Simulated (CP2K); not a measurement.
Crystal: BN.

```xyz
2
Lattice="2.5640 0.0000 0.0000 1.2820 2.2205 0.0000 1.2820 0.7402 2.0935" Properties=species:S:1:pos:R:3 pbc="T T T"
N     1.2820    0.7402    0.5234
B     0.0000    0.0000    0.0000
```

The cell is a database's computed one.

Base run:

```yaml
Program: CP2K 2026.2
Functional: PBE
Potentials_or_basis: GTH_POTENTIALS N GTH-PADE-q5, B GTH-PADE-q3; DZVP-MOLOPT-SR-GTH basis
Density_cutoff: 6123 eV
k_mesh: 13 × 13 × 13
Occupations: fermi-dirac, width 0.05 eV
Spin: no spin polarisation
```

Its results: band gap on the k mesh 4.76 eV, indirect (least direct gap 8.72 eV); pressure -9.6 GPa.

**Question.** The run is repeated on the same cell with these changes: potentials or basis from GTH_POTENTIALS N GTH-PADE-q5, B GTH-PADE-q3; DZVP-MOLOPT-SR-GTH basis to POTENTIAL_UZH N GTH-PBE0-q5, B GTH-PBE0-q3; DZVP-MOLOPT-SR-GTH basis; potentials from N GTH-PADE-q5 of GTH_POTENTIALS, B GTH-PADE-q3 of GTH_POTENTIALS to N GTH-PBE0-q5 of POTENTIAL_UZH, B GTH-PBE0-q3 of POTENTIAL_UZH. What comes out?

**Answer.** Band gap on the k mesh 4.59 eV, indirect (least direct gap 8.79 eV); pressure 0.5 GPa.

Caveats: the basis of atomic orbitals isn't converged, which shifts pressures, moduli and gaps; the potentials were made for another functional, which shifts forces and pressure (some runs).

A k mesh can miss the band edges.
